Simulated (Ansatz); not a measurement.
# CdSe (F-43m) in Ansatz: a series of runs

Aim: see how the results for CdSe move with the level of theory and the settings. Levels: PBEsol, PBE. Tasks: band structure, phonons, elastic constants.

All numbers are computed with Ansatz 0.2.0; they aren't measurements. Logs are shortened: lines on timing, memory, paths and dates and some standing lists are left out, and cuts for length are marked.

**1. The crystal as given**

The structure is cubic, space group F-43m (No. 216). The conventional cell has a = 6.141 Å, b = 6.141 Å, c = 6.141 Å, α = 90.00°, β = 90.00°, γ = 90.00°. Cd (site symmetry -43m) is surrounded by 4 Se at 2.66 Å. Se (site symmetry -43m) is surrounded by 4 Cd at 2.66 Å.

Measurements of this composition are mostly on another form, of space group No. 186.

**2. Band structure, PBEsol**

File input.yaml:

```yaml
crystal:
  lattice:
    - [0.0, 3.0702711986, 3.0702711986]
    - [3.0702711986, 0.0, 3.0702711986]
    - [3.0702711986, 3.0702711986, 0.0]
  atoms:
    - { symbol: Cd, position: [0.0, 0.0, 0.0] }
    - { symbol: Se, position: [0.25, 0.25, 0.25] }
kpoints:
  mp_grid: { grid: [8, 8, 8] }
  band_path:
    path:
      - [0.0, 0.0, 0.0]
      - [0.5, 0.0, 0.5]
      - [0.5, 0.25, 0.75]
      - [0.375, 0.375, 0.75]
      - [0.0, 0.0, 0.0]
      - [0.5, 0.5, 0.5]
      - [0.625, 0.25, 0.625]
      - [0.5, 0.25, 0.75]
    npoints: 6
scf:
  occupations: { method: fermi_dirac, width: 0.05 }
hamiltonian:
  xc: pbesol
  pseudopotentials: { kind: all_electron, lapw: { basis_error: 0.001 } }
output:
  forces: true
  stress: true
  eigenvalues: true
```

Potentials or basis: all-electron LAPW, scalar-relativistic.

Command:

```
$ ansatz run input.yaml --threads 1 --pin off --max-ram 3072MiB --backend cpu --events-out ev --progress --plain --runs-dir out
```

What it wrote:

```text
Warning: RAYON_NUM_THREADS=1 ignored (pool sized by the plan → 1); use --threads N
LAPW: plane waves up to 8.362 Å⁻¹, error target 1.0e-3 eV per atom; small_component_spin mean_spin; Se in spheres of 1.276 Å, 24 of its electrons in bands, Dirac shells []; Cd in spheres of 1.383 Å, 20 of its electrons in bands, Dirac shells [] (how accurate: hamiltonian.pseudopotentials.lapw.basis_error, Limitations)
Engine: ansatz 0.2.0, x86_64-unknown-linux-gnu
Pseudopotentials: kind: all_electron
Pseudopotential: Cd, LAPW, valence charge 20, lapw/all_electron/scalar/gaussian/Cd, Koelling and Harmon's equation, gaussian nucleus
Pseudopotential: Se, LAPW, valence charge 24, lapw/all_electron/scalar/gaussian/Se, Koelling and Harmon's equation, gaussian nucleus
Functional definition: PBEsol
  exchange = pbesol_x
  correlation = pbesol_c
Crystal: 2 atoms, lattice volume = 57.884 Å³
Basis set: ecut = 266.3887895157727 eV, 537 PW (Γ), exchange–correlation at level 2
Bands: 27, of which v1, the nominal top of the filled ones, is band 22 counted from 1 (21 counted from 0)
Symmetry: 24 space group operations
Space group: F-43m (ITA 216), of the structure as read, at distance tolerance 3.9e-5 Å
k-points: 29 of 512 (time reversal used)
Non-local potential: Cd, projectors of the file, none
Non-local potential: Se, projectors of the file, none
Initial density: superposition of atomic densities (chi_scale 0.1, normalization cell, long waves kept (reshape's long-wave potential 0.00 eV rms))
Initial wavefunctions: plane waves of lowest kinetic energy (no species holds an atomic orbital)
Functional: x = pbesol(κ = 0.804, μ = 0.12345679012345678), c = pbesol(β = 0.046)
iter 1 solved again at ethr=2.09e-3 eV; its pass at ethr=1.00e-1 eV (dr2=9.19e-1 eV) is discarded
SCF iter   1: F=—  HF=-218247.375282 eV  |F-HF|=—  |Δ(HF+E_count)|=         —  Δρ=2.73e-2  dr2=9.20e-1  ethr=2.09e-3  ⟨swp⟩=2.1  Hψ=4965  notcnv=0
preconditioner: auto → none  [insulator: Δε(μ)=0.923 eV  Ē_g=12.258 eV  σ=0.050 eV  W_gap=1.00  n_scr=14 (ndim 8)  ℏωp=20.7 eV  f_vac=0.230  D(μ)=0.00/eV (n_scr^D=0)  ε∞_Penn≈3.9]
iter 2 solved again at ethr=4.94e-5 eV; its pass at ethr=2.09e-3 eV (dr2=2.17e-2 eV) is discarded
SCF iter   2: F=—  HF=-218247.050973 eV  |F-HF|=—  |Δ(HF+E_count)|=   3.24e-1  Δρ=7.21e-3  dr2=2.18e-2  ethr=4.94e-5  ⟨swp⟩=2.0  Hψ=4055  notcnv=0
SCF iter   3: F=—  HF=-218247.011102 eV  |F-HF|=—  |Δ(HF+E_count)|=   3.99e-2  Δρ=4.19e-3  dr2=1.06e-2  ethr=4.94e-5  ⟨swp⟩=3.0  Hψ=2437  notcnv=0
SCF iter   4: F=—  HF=-218247.009304 eV  |F-HF|=—  |Δ(HF+E_count)|=   1.80e-3  Δρ=1.27e-3  dr2=8.94e-4  ethr=2.41e-5  ⟨swp⟩=2.0  Hψ=2237  notcnv=0
SCF iter   5: F=—  HF=-218247.009201 eV  |F-HF|=—  |Δ(HF+E_count)|=   1.03e-4  Δρ=1.62e-4  dr2=9.58e-6  ethr=2.03e-6  ⟨swp⟩=2.0  Hψ=2237  notcnv=0
SCF iter   6: F=—  HF=-218247.009204 eV  |F-HF|=—  |Δ(HF+E_count)|=   3.00e-6  Δρ=3.53e-5  dr2=5.79e-7  ethr=2.18e-8  ⟨swp⟩=2.2  Hψ=2243  notcnv=0
SCF iter   7: F=-218247.009205 eV  HF=-218247.009204 eV  |F-HF|=4.59e-8  |Δ(HF+E_count)|=   8.72e-7  Δρ=6.88e-6  dr2=1.90e-8  ethr=1.31e-9  ⟨swp⟩=3.0  Hψ=2350  notcnv=0
SCF 1 converged in 7 iterations: F = -218247.009205 eV  dr2 = 1.90e-8
NSCF: frozen V_eff on 43 k-points
SCF converged after 7 iterations
Free energy (F): -218247.009205 eV
Harris-Foulkes:  -218247.009204 eV  (|F-HF|=4.59e-8)
Internal energy: -218247.009135 eV  (E = F + TS)
E sigma→0 (E₀):  -218247.009170 eV
Entropy (-TS):   -0.000069 eV (-0.035 meV/atom)
Fermi energy:    7.866172 eV
--- Per-component energies (eV) ---
  E_band       = -2112.038748
  E_kinetic    = 227029.583077
  E_xc         = -6488.151086
  E_electrostatic = -438788.441126  (all electrons and nuclei)
  E_smearing   = -0.000069  (= −TS)
  E_closure    = 0.000000  (closes the sum)
  E_atoms      = -218240.837515  (free atoms, spherical and without spin; not in F)
  Σ components = -218247.009205   (vs F -218247.009205, Δ=0.00e0)
  Basis errors (estimates in eV, not in F): energy 4.3e-4 per atom: plane waves 4.0e-4 (2.4e-4 summed), levels above the bands 2.1e-85, relativity 1.3e-8, radial functions 3.4e-5, core shells 5.7e-7; eigenvalues (radial functions only) 1.3e-6; not estimated: angular momenta, meshes, grids; target (lapw.basis_error) 1.0e-3; muffin-tin radii Se 1.276 Å, Cd 1.383 Å
--- Forces (eV/Å), atoms counted from 1 ---
  atom   1  Cd    -0.00000000     0.00000000    -0.00000000
  atom   2  Se     0.00000000    -0.00000000     0.00000000
  max |Σ_I F_I| component: 4.63e-17 eV/Å
--- Stress (GPa, compression-positive) ---
       -1.389729      -0.000000       0.000000
       -0.000000      -1.389729       0.000000
        0.000000       0.000000      -1.389729
  P = ⅓ Tr σ = -1.3897 GPa (-13.897 kbar)
--- Band table (eV; the first three rows and the last of 29) ---
  k-point 0: bands = ["-198.9463", "-138.6103", "-138.6103", "-138.6103", "-93.8358", "-54.9355", "-54.9355", "-54.9355", "-39.0437", "-39.0437", "-39.0437", "-39.0406", "-39.0406", "-4.8527", "-0.2028", "-0.2028", "-0.2028", "0.1480", "0.1480", "7.6131", "7.6131", "7.6131", "8.0388", "13.4790", "13.4790", "13.4790", "17.0971"]
  k-point 1: bands = ["-198.9463", "-138.6103", "-138.6103", "-138.6103", "-93.8358", "-54.9355", "-54.9355", "-54.9355", "-39.0437", "-39.0437", "-39.0437", "-39.0406", "-39.0406", "-4.8015", "-0.1867", "-0.1867", "-0.1571", "0.1471", "0.1471", "6.3848", "7.4932", "7.4932", "9.0711", "13.2396", "13.6755", "13.6755", "17.8279"]
  k-point 2: bands = ["-198.9463", "-138.6103", "-138.6103", "-138.6103", "-93.8358", "-54.9356", "-54.9355", "-54.9355", "-39.0437", "-39.0437", "-39.0437", "-39.0406", "-39.0406", "-4.6764", "-0.1515", "-0.1515", "-0.0030", "0.1498", "0.1498", "4.9798", "7.2282", "7.2282", "9.7637", "13.4182", "13.9844", "13.9844", "17.4945"]
  k-point 28: bands = ["-198.9463", "-138.6103", "-138.6103", "-138.6103", "-93.8358", "-54.9357", "-54.9356", "-54.9356", "-39.0438", "-39.0437", "-39.0436", "-39.0406", "-39.0406", "-4.3854", "-0.0276", "-0.0240", "0.1152", "0.1524", "0.5946", "3.7193", "5.4577", "5.4889", "12.4805", "12.7182", "13.9272", "15.0779", "17.8568"]
```

Run time: 38 s. Hardware: 1 thread of Intel Xeon at 2.50GHz (Skylake/Cascade Lake), shared host; peak memory 0.32 GiB.

What came out:

```
Free energy             : -218247.0092 eV
Pressure                : -1.4 GPa
Band gap on the k mesh  : 0.43 eV, direct
Band gap along the path : 0.43 eV, direct
```

Levels at the corners of the path, in eV from the valence-band top:
```
point  band 20  band 21  band 22  band 23  band 24  band 25
    Γ     0.00     0.00     0.00     0.43     5.87     5.87
    X    -3.99    -1.78    -1.78     3.06     3.66     8.82
    W    -3.89    -2.16    -2.12     4.87     5.11     6.31
    K    -3.93    -2.43    -1.46     3.61     5.01     8.05
    Γ     0.00     0.00     0.00     0.43     5.87     5.87
    L    -4.27    -0.72    -0.72     2.26     6.37     6.37
    U    -3.93    -2.43    -1.46     3.61     5.01     8.05
    W    -3.89    -2.16    -2.12     4.87     5.11     6.31
```

**3. Phonons, PBEsol**

File input.yaml:

```yaml
crystal:
  lattice:
    - [0.0, 3.0702711986, 3.0702711986]
    - [3.0702711986, 0.0, 3.0702711986]
    - [3.0702711986, 3.0702711986, 0.0]
  atoms:
    - { symbol: Cd, position: [0.0, 0.0, 0.0] }
    - { symbol: Se, position: [0.25, 0.25, 0.25] }
kpoints:
  mp_grid: { grid: [6, 6, 6] }
scf:
  occupations: { method: fermi_dirac, width: 0.05 }
hamiltonian:
  xc: pbesol
  pseudopotentials: { kind: all_electron, lapw: { basis_error: 0.001 } }
output: {}
phonons:
  method: fd
  supercell: [1, 1, 1]
```

Potentials or basis: all-electron LAPW, scalar-relativistic.

Command:

```
$ ansatz run input.yaml --threads 1 --pin off --max-ram 3072MiB --backend cpu --events-out ev --progress --plain --runs-dir out
```

What it wrote:

```text
Warning: RAYON_NUM_THREADS=1 ignored (pool sized by the plan → 1); use --threads N
LAPW: plane waves up to 8.690 Å⁻¹, error target 1.0e-3 eV per atom; small_component_spin mean_spin; Se in spheres of 1.241 Å, 24 of its electrons in bands, Dirac shells []; Cd in spheres of 1.338 Å, 20 of its electrons in bands, Dirac shells [] (how accurate: hamiltonian.pseudopotentials.lapw.basis_error, Limitations)
Engine: ansatz 0.2.0, x86_64-unknown-linux-gnu
Pseudopotentials: kind: all_electron
Pseudopotential: Cd, LAPW, valence charge 20, lapw/all_electron/scalar/gaussian/Cd, Koelling and Harmon's equation, gaussian nucleus
Pseudopotential: Se, LAPW, valence charge 24, lapw/all_electron/scalar/gaussian/Se, Koelling and Harmon's equation, gaussian nucleus
Functional definition: PBEsol
  exchange = pbesol_x
  correlation = pbesol_c
Crystal: 2 atoms, lattice volume = 57.884 Å³
Basis set: ecut = 287.71069032960406 eV, 645 PW (Γ), exchange–correlation at level 2
[... 59 lines left out ...]
  Basis errors (estimates in eV, not in F): energy 4.2e-4 per atom: plane waves 4.0e-4 (2.3e-4 summed), levels above the bands 4.3e-86, relativity 4.2e-8, radial functions 2.7e-5, core shells 1.4e-6; eigenvalues (radial functions only) 5.8e-7; not estimated: angular momenta, meshes, grids; target (lapw.basis_error) 1.0e-3; muffin-tin radii Se 1.241 Å, Cd 1.338 Å
--- Forces (eV/Å), atoms counted from 1 ---
  atom   1  Cd    -0.00000000     0.00000000    -0.00000000
  atom   2  Se     0.00000000    -0.00000000    -0.00000000
  max |Σ_I F_I| component: 7.40e-17 eV/Å
--- Band table (eV; the first three rows and the last of 16) ---
  k-point 0: bands = ["-198.9393", "-138.6033", "-138.6033", "-138.6033", "-93.8360", "-54.9358", "-54.9358", "-54.9358", "-39.0367", "-39.0367", "-39.0367", "-39.0337", "-39.0337", "-4.8484", "-0.2029", "-0.2029", "-0.2029", "0.1475", "0.1475", "7.6167", "7.6167", "7.6167", "8.0404", "13.4799", "13.4799", "13.4799", "17.0990"]
  k-point 1: bands = ["-198.9393", "-138.6033", "-138.6033", "-138.6033", "-93.8360", "-54.9359", "-54.9358", "-54.9358", "-39.0368", "-39.0367", "-39.0367", "-39.0337", "-39.0337", "-4.7607", "-0.1759", "-0.1759", "-0.1193", "0.1466", "0.1466", "5.9089", "7.4158", "7.4158", "9.3797", "13.2013", "13.7938", "13.7938", "17.6370"]
  k-point 2: bands = ["-198.9393", "-138.6033", "-138.6033", "-138.6033", "-93.8360", "-54.9360", "-54.9358", "-54.9358", "-39.0368", "-39.0367", "-39.0367", "-39.0337", "-39.0337", "-4.5825", "-0.1311", "-0.1311", "0.1566", "0.1566", "0.1629", "4.1655", "7.0604", "7.0604", "9.8830", "13.9865", "14.0391", "14.0391", "17.2206"]
  k-point 15: bands = ["-198.9393", "-138.6033", "-138.6033", "-138.6033", "-93.8360", "-54.9360", "-54.9359", "-54.9359", "-39.0368", "-39.0367", "-39.0367", "-39.0337", "-39.0336", "-4.3807", "-0.0267", "-0.0102", "0.0880", "0.1733", "0.5675", "3.6940", "5.5531", "5.5721", "11.8826", "12.1088", "15.0141", "15.4833", "17.7909"]
--- Phonons: 2 displaced members + reference (amplitude 0.01 Å, Σ member SCF iterations 11) ---
  symmetry images taken by strict's conditions (phonons.symmetry_images: auto; settled by no image being taken that strict refuses)
  ASR residual: 3.720e-4 → 0.000e0 eV/Å²; symmetrization residual: 2.076e-4 eV/Å²
  largest component of a force at the reference: 1.3e-16 eV/Å
  ASR residual per site (eV/Å²): 3.72e-4 2.81e-5
  Γ frequencies (cm⁻¹): 0.00 0.00 0.00 158.02 158.02 158.02
  density of states and harmonic sums: on the 17×17×17 q-mesh, interpolated from the force constants of a 1×1×1 supercell (no non-analytic term)
  largest difference from the sums on the solved wave vectors: F 6.12e-1 eV, S 8.71e-4 and C_V 2.58e-4 eV/K
  zero-point energy: 0.039833 eV/cell   skipped modes (ω ≤ 0): 3   left out of the sums: 1.02e-4 of the cell's modes: C_V's classical limit lies that fraction below 3 k_B per atom; for a crystal, a wire or a layer, F and S can be off by more, and a phonons.interpolated_qmesh denser along its periods is the remedy for the sampling
```

phthermo.tsv:

```text
# format = ansatz-phthermo/1
# interpolated_qmesh = 17 17 17
# force_constants_supercell = 1 1 1
# non_analytic_term = not included (the non-analytic LO-TO correction is not applied to the interpolated dynamical matrix; polar crystals: no LO-TO splitting at GAMMA, and LO and other optical branches, acoustic branches and sound speeds, and with them the density of states and the thermodynamics, can be off between the wave vectors that the force constants were sampled on, most near GAMMA; a larger extent of the force constants narrows that region and is not shown to mend the acoustic slopes)
# zero_point_energy_ev = 3.9832934689e-2
# n_skipped_modes = 3
# share_of_modes_left_out = 1.0177081213e-4
# rigid_motions_known_by = geometry
# t_k	f_vib_ev	s_ev_per_k	c_v_ev_per_k
0.0000	3.9832934689e-2	0.0000000000e0	0.0000000000e0
10.0000	3.9830013605e-2	1.2938641810e-6	4.3010275093e-6
20.0000	3.9773338420e-2	1.2721626459e-5	4.0152630489e-5
30.0000	3.9515704859e-2	4.1613700839e-5	1.1045503471e-4
40.0000	3.8895817929e-2	8.4029536340e-5	1.8735093842e-4
50.0000	3.7812586146e-2	1.3328140285e-4	2.5433589640e-4
[... 93 lines left out ...]
990.0000	-9.7960294001e-1	1.5076209195e-3	5.1585302109e-4
1000.0000	-9.9470511549e-1	1.5128055293e-3	5.1587555767e-4
```

Wall time 98 s (1 thread of Intel Xeon at 2.50GHz (Skylake/Cascade Lake), shared host); peak memory 0.38 GiB.

Results:

- Free energy: -218247.0048 eV
- Band gap on the k mesh: 0.42 eV, direct
- Highest phonon frequency at Γ, LO-TO splitting left out: 158 cm⁻¹

Phonon frequencies in cm⁻¹ (negative: imaginary):
| q point | frequencies |
| --- | --- |
| (0.000, 0.000, 0.000) | 0 0 0 158 158 158 |

Expect the measured gap to be larger: semilocal functionals such as PBEsol lack the derivative discontinuity.

**4. Elastic constants, PBE**

Edit input.yaml of step 3 so:

```diff
@@ -13,7 +13,9 @@
 hamiltonian:
-  xc: pbesol
+  xc: pbe
   pseudopotentials: { kind: all_electron, lapw: { basis_error: 0.001 } }
-output: {}
-phonons:
-  method: fd
-  supercell: [1, 1, 1]
+output:
+  forces: true
+  stress: true
+elastic:
+  mode: relaxed_ion
+  stencil: two_point
```

Potentials or basis: all-electron LAPW, scalar-relativistic.

Command:

```
$ ansatz run input.yaml --threads 1 --pin off --max-ram 3072MiB --backend cpu --events-out ev --progress --plain --runs-dir out
```

What it wrote:

```text
Warning: RAYON_NUM_THREADS=1 ignored (pool sized by the plan → 1); use --threads N
LAPW: plane waves up to 8.689 Å⁻¹, error target 1.0e-3 eV per atom; small_component_spin mean_spin; Se in spheres of 1.241 Å, 24 of its electrons in bands, Dirac shells []; Cd in spheres of 1.338 Å, 20 of its electrons in bands, Dirac shells [] (how accurate: hamiltonian.pseudopotentials.lapw.basis_error, Limitations)
Engine: ansatz 0.2.0, x86_64-unknown-linux-gnu
Pseudopotentials: kind: all_electron
Pseudopotential: Cd, LAPW, valence charge 20, lapw/all_electron/scalar/gaussian/Cd, Koelling and Harmon's equation, gaussian nucleus
Pseudopotential: Se, LAPW, valence charge 24, lapw/all_electron/scalar/gaussian/Se, Koelling and Harmon's equation, gaussian nucleus
Functional definition: PBE
  parameter kappa = 0.804
  parameter beta = 0.06672455060314922
  exchange = pbe_x(kappa = kappa, mu = beta*pi^2/3)
  correlation = pbe_c(beta = beta)
Crystal: 2 atoms, lattice volume = 57.884 Å³
Basis set: ecut = 287.66319219776574 eV, 645 PW (Γ), exchange–correlation at level 2
Bands: 27, of which v1, the nominal top of the filled ones, is band 22 counted from 1 (21 counted from 0)
Symmetry: 24 space group operations
[... 153 lines left out ...]
  k-point 15: bands = ["-199.1696", "-138.6359", "-138.6359", "-138.6359", "-93.8365", "-54.9040", "-54.9039", "-54.9038", "-38.8501", "-38.8500", "-38.8500", "-38.8470", "-38.8470", "-4.2282", "0.0816", "0.0969", "0.1935", "0.2765", "0.6724", "3.8725", "5.7151", "5.7389", "12.1356", "12.2988", "15.2476", "15.7459", "18.0151"]
--- Elastic constants: 2 strain directions × 2 members + reference (group order 24) ---
  dense FFT box of the reference and of every strained cell: 30×30×30
  strains applied: 11, 23; error gains: componentwise 1.00 (the most a stress slope's error grows in a printed constant), spectral 1.73 (1 for all six strains in a standard setting)
  C = ∂σ_k/∂η_j (tension-positive GPa; Voigt order 11 22 33 23 13 12):
        61.835     45.377     45.377     -0.000      0.000      0.000
        45.377     61.835     45.377     -0.000      0.000      0.000
        45.377     45.377     61.835     -0.000      0.000      0.000
        -0.000      0.000      0.000     21.241     -0.000     -0.000
        -0.000     -0.000      0.000      0.000     21.241      0.000
         0.000     -0.000      0.000      0.000      0.000     21.241
  reference stress σ⁰ (GPa):     -1.314     -1.314     -1.314     -0.000      0.000      0.000
  no Pulay correction (none for the plane-wave cutoff is built on LAPW): the batch's stresses and constants are at fixed plane waves
  C* (energy form; C + prestress term) asymmetry max|C*_kj − C*_jk| = 2.132e-14 GPa — a small one proves nothing (zero by symmetry where the batch's group is 432, −43m or m−3m); a large one is finite-difference/SCF noise where every solve meets its electron count
  moduli (Voigt/Reuss/Hill, GPa): K = 50.86/50.86/50.86   G = 16.04/13.01/14.52   E = 39.79   ν = 0.370
  mechanically stable: yes (min eigenvalue of sym C = 16.46 GPa)
  where every solve meets its electron count the energy-path curvature estimates C_jj along a normal strain and C_jj − ¼(σ⁰_aa + σ⁰_bb) along a shear (ab), closely only under elastic.basis: deformed
  strain η (Voigt 11):  stress-route row diagonal C_11 = 61.84 GPa, energy-path curvature d²(F+E_count)/dδ²/Ω₀ = 61.84 GPa
         δ    σ_11 (GPa)             F (eV)   n_scf  n_hpsi   n_pw
    -2.000e-3      -1.4382     -218362.3598624       8   25150    654   relax 0 steps, max|allowed force component| 5.55e-17 eV/Å
     2.000e-3      -1.1909     -218362.3617619       8   25125    654   relax 0 steps, max|allowed force component| 5.55e-17 eV/Å
  strain η (Voigt 23):  stress-route row diagonal C_44 = 21.24 GPa, energy-path curvature d²(F+E_count)/dδ²/Ω₀ = 21.90 GPa
         δ    σ_23 (GPa)             F (eV)   n_scf  n_hpsi   n_pw
    -2.000e-3      -0.0425     -218362.3608411       2    9953    654   relax 3 steps, max|allowed force component| 7.26e-8 eV/Å
     2.000e-3       0.0425     -218362.3608411       2   10019    654   relax 2 steps, max|allowed force component| 2.66e-6 eV/Å
```

Wall time 5 min (1 thread of Intel Xeon at 2.50GHz (Skylake/Cascade Lake), shared host); peak memory 0.4 GiB.

What came out:

* Free energy: -218362.3609 eV
* Pressure: 1.3 GPa
* Band gap on the k mesh: 0.55 eV, direct
* Elastic constants C11, C12, C44: 62, 45, 21 GPa
* Voigt bulk modulus: 51 GPa

Levels at points of the mesh, in eV from the valence-band top:
| k point | band 20 | band 21 | band 22 | band 23 | band 24 | band 25 |
| --- | --- | --- | --- | --- | --- | --- |
| (0.00, 0.00, 0.00) | 0.00 | 0.00 | 0.00 | 0.55 | 5.94 | 5.94 |
| (0.00, 0.00, -0.50) | -4.22 | -0.71 | -0.71 | 2.36 | 6.45 | 6.45 |
| (0.00, -0.50, -0.50) | -3.95 | -1.75 | -1.75 | 3.20 | 3.74 | 8.96 |

Elastic tensor in Voigt notation (GPa, in the Cartesian axes of the cell as first typed):
```
62 45 45  0  0  0
45 62 45  0  0  0
45 45 62  0  0  0
 0  0  0 21  0  0
 0  0  0  0 21  0
 0  0  0  0  0 21
```

**5. Overview**

```tsv
task	level	k mesh	cutoff (eV)	gap on the mesh (eV)	pressure (GPa)
band structure	PBEsol	8 × 8 × 8	266	0.43	-1.4
phonons	PBEsol	6 × 6 × 6	288	0.42	-
elastic constants	PBE	6 × 6 × 6	288	0.55	1.3
```

Alike in all rows: potentials or basis all-electron LAPW, scalar-relativistic; no spin polarisation; cell as given; smearing fermi-dirac 0.05 eV; basis error allowed 0.001 eV/atom.

On the cell as given the gap runs from 0.42 eV (PBEsol) to 0.55 eV (PBE); the meshes differ, which moves gaps too.

Compare energies only between runs with the same functional and basis.
